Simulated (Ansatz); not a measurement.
# A series in volume per atom on Al

Periodic Kohn-Sham DFT of a crystal at fixed atoms; pressure and stress are positive in compression; the energy is the free energy less that of spherical unpolarised free atoms; site moments are those in the method's own spheres, positive along +z. The results are calculated, by Ansatz 0.2.0.

Cell of the first row (space group Fm-3m, No. 225):
```
cell vectors (Å)
   0.0000     1.9827     1.9827
   1.9827     0.0000     1.9827
   1.9827     1.9827     0.0000
atoms (fractions of the cell vectors)
Al  0.00000  0.00000  0.00000
```

Settings of every row: method all-electron LAPW; functional PBE; relativity scalar; k mesh 14x14x14; filling fermi-dirac; smearing width 0.05 eV; basis error target 1 meV/atom; nucleus gaussian.

Atom start moment: 0 on all atoms.

| row | volume per atom (Å³) | energy less free atoms (eV/atom) | pressure (GPa) |
| --- | --- | --- | --- |
| 1 | 15.588 | -3.7228 | 4.71 |
| 2 | 15.919 | -3.7304 | 2.742 |
| 3 | 16.251 | -3.7342 | 0.974 |
| 4 | 16.417 | -3.7348 | 0.159 |
| 5 | 16.582 | -3.7345 | -0.612 |
| 6 | 16.748 | -3.7335 | -1.339 |
| 7 | 16.914 | -3.7318 | -2.022 |
| 8 | 17.246 | ? | ? |
| 9 | 17.577 | -3.7183 | -4.352 |

Question: what energy less free atoms and pressure should row 8 give?

Worked fit of energy less free atoms. Take u = (V_r/V)^(2/3) − 1 with V_r = 16.5 Å³ an atom, which is twice the finite (Eulerian) strain; such expansions in the strain, on which the Birch-Murnaghan equation of state is built, carry the rest volume and the bulk modulus. The shown rows have u = 0.03863, 0.02419, 0.01019, 0.00337, -0.0033, -0.0099, -0.01639, -0.04128. Least squares give energy less free atoms = −3.73474 − 0.0335 × u + 8.85 × u² eV/atom; a straight line predicts inner rows, each left out in turn, worse (root mean square 0.0042 against 4.5e-05 eV/atom). All shown rows lie on it to the printed digit. Its lowest point lies at u = 0.0019, or V = 16.45 Å³ an atom, and the curvature there gives the bulk modulus at fixed shape and fractions, B = (4/9)(1 + u)² E″(u)/V = 76.9 GPa. The withheld row has u = -0.02905, so the fit gives −3.73474 − 0.0335 × (-0.02905) + 8.85 × (-0.02905)² = -3.7263 eV/atom.

The calculation gave -3.7262 eV/atom. The fit lies 0.0001 eV/atom (0.61 % of the column's range) below it, one unit of the last digit.

Worked fit of pressure. Take u = (V_r/V)^(2/3) − 1 with V_r = 16.5 Å³ an atom, which is twice the finite (Eulerian) strain; such expansions in the strain, on which the Birch-Murnaghan equation of state is built, carry the rest volume and the bulk modulus. The shown rows have u = 0.03863, 0.02419, 0.01019, 0.00337, -0.0033, -0.0099, -0.01639, -0.04128. Least squares give pressure = −0.2351 + 114.891 × u + 352.6 × u² − 352 × u³ GPa; a parabola predicts inner rows, each left out in turn, worse (root mean square 0.0062 against 0.0036 GPa). The rows lie off it by 0.001, -0.003, 0.002, 0.003, -0.002, -0.001, 0.000, 0.000. The pressure vanishes at u = 0.0020, or V = 16.45 Å³ an atom, and there the bulk modulus at fixed shape and fractions is B = −V dP/dV = (2/3)(1 + u) dP/du = 77.7 GPa. The withheld row has u = -0.02905, so the fit gives −0.2351 + 114.891 × (-0.02905) + 352.6 × (-0.02905)² − 352 × (-0.02905)³ = -3.266 GPa.

The calculation gave -3.264 GPa. The fit lies 0.002 GPa (0.022 % of the column's range) below it; its largest miss of a shown row is 0.003 GPa.
